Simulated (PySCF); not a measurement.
Species: gamma-butyrolactone, C4H6O2.
Z-matrix (Å and degrees, PBE0-D3(BJ)/def2-TZVP geometry), rows numbered from 1:
```
O 
C   1  1.1921
C   2  1.5142  1  128.56
C   3  1.5192  2  103.59  1   164.38
C   4  1.5240  3  101.72  2    26.87
O   2  1.3525  1  122.34  3  -179.60
H   3  1.0943  2  107.65  1   -76.40
H   3  1.0880  2  109.97  1    40.56
H   4  1.0919  3  110.34  2   -90.01
H   4  1.0898  3  114.13  2   147.97
H   5  1.0893  4  113.96  3  -147.69
H   5  1.0949  4  111.90  3    88.35
```

Level: wB97X-D/pcSseg-2 in PySCF, non-relativistic, on one gas-phase PBE0-D3(BJ)/def2-TZVP geometry that isn't relaxed in the solvent. The solvent is an IEF-PCM continuum (cavity from Bondi-type radii × 1.2). The model holds no explicit solvent molecules, cavitation or dispersion.

Gas phase at wB97X-D/pcSseg-2: HOMO -9.77 eV, LUMO 1.95 eV, dipole 4.80 D.

What does the continuum do to the energy, the frontier levels and the dipole at wB97X-D/pcSseg-2 in chloroform?

```tsv
solvent	ε	E(solvent) − E(gas) (kJ/mol)	polarisation term (kJ/mol)	distortion of the solute (kJ/mol)	HOMO (eV)	LUMO (eV)	dipole (D)
chloroform	4.711	-25.21	-29.29	4.08	-9.97	2.07	5.77
```

The polarisation term is half the interaction of the solute with the surface charges that it induces; the rest is the cost of distorting the solute's density. The sum is the electrostatic part of solvation alone.

Which radius a makes the point-dipole formula ΔE = −[(ε − 1)/(2ε + 1)]·μ²/a³ give the value in chloroform, with the gas-phase dipole?

μ = 1.887 au and |ΔE| = 0.00960 Eh give a = 2.69 Å; the farthest nucleus lies 2.62 Å from the centroid of the nuclei. The formula assumes a rigid point dipole at the centre of a sphere.

The pairwise dispersion term of wB97X-D wasn't added to the energies; at a given geometry it leaves orbitals and properties as they are.
